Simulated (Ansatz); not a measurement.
Ni: strain energy, fitted

Ni, Fm-3m, a = 3.519 Å. Ansatz: PBE, PAW, 420 eV, Γ-centred 20×20×14 mesh on 2 atoms, Gaussian smearing 0.10 eV; collinear spin, largest moment 0.7 μB. Series: uniaxial strain along c, with a, b and atoms relaxed; x is the strain in per cent. The axes a, b, c are those of the computed cell (2.488, 2.488, 3.519 Å), along [1 1 0], [-1 1 0], [0 0 1] of the cell named above. y is the free energy over the unstrained cell, V0 = 10.890 Å³/atom.

```
x (%) y (meV/atom)
 -3.0             ?
 -2.0          2.21
 -1.0          0.54
  0.0          0.00
  1.0          0.62
  2.0          2.39
  3.0          5.32
```

Problem. Fit y = c2 x² + c3 x³ to the other rows, turn c2 into a modulus, and predict the missing energy.

Solution. Least squares on the rows shown. y = 0.5702 x² + 0.007688 x³. In eV per unit strain² c2 is 5.702; this is Young's modulus along the axis (E = ½ Y V0 ε²): 2 × 5.702 × 160.2 / (10.890) = 168 GPa. At x = -3.0 the fit asked for gives 4.92 meV/atom. The run gave 4.95 meV/atom, so the fit is 0.03 meV/atom too low, within the rms miss on the fitted rows (0.03 meV/atom).